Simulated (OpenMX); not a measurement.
A run of OpenMX 3.8.5:

Contents of BN.dat:

```
System.CurrrentDirectory             ./
System.Name                          BN
DATA.PATH                            ./DFT_DATA13
level.of.stdout                      1
level.of.fileout                     1
Species.Number                       2
<Definition.of.Atomic.Species
  N   N6.0-s2p2d1            N_PBE13
  B   B7.0-s2p2d1            B_PBE13
Definition.of.Atomic.Species>

Atoms.Number                         2
Atoms.SpeciesAndCoordinates.Unit     FRAC
<Atoms.SpeciesAndCoordinates
    1  N     0.6685060000    0.3323850000    0.9849990000   2.500  2.500
    2  B     0.9796430000    0.9834990000    0.0018060000   1.500  1.500
Atoms.SpeciesAndCoordinates>

Atoms.UnitVectors.Unit               Ang
<Atoms.UnitVectors
     2.5732137919    0.0000000000    0.0000000000
    -1.2791072521    2.2327816410    0.0000000000
    -0.6470532699   -1.1163908205    3.1010824187
Atoms.UnitVectors>

scf.XcType                           GGA-PBE
scf.SpinPolarization                 off
scf.ElectronicTemperature            580.226
scf.energycutoff                     400.0
scf.maxIter                          100
scf.EigenvalueSolver                 band
scf.Kgrid                            9 9 7
scf.Mixing.Type                      rmm-diisk
scf.Init.Mixing.Weight               0.05
scf.Min.Mixing.Weight                0.001
scf.Max.Mixing.Weight                0.3
scf.Mixing.History                   25
scf.Mixing.StartPulay                8
scf.criterion                        1.0e-8
scf.stress.tensor                    on
MD.Type                              nomd
```

Potentials or basis: OpenMX 2013 PBE set, N6.0-s2p2d1, B7.0-s2p2d1, grid cutoff 400 Ry.

Run with:

```sh
$ openmx BN.dat -nt 1 > BN.std
```

Hardware: 1 thread of Arm Neoverse V1, on a shared host.

Question: Estimate the wall time of this run.

Answer: Wall time 70 s on 1 thread of Arm Neoverse V1, with other jobs on the host, peak memory 0.5 GiB. Counts: k points 284, basis 26, scf iterations 16.
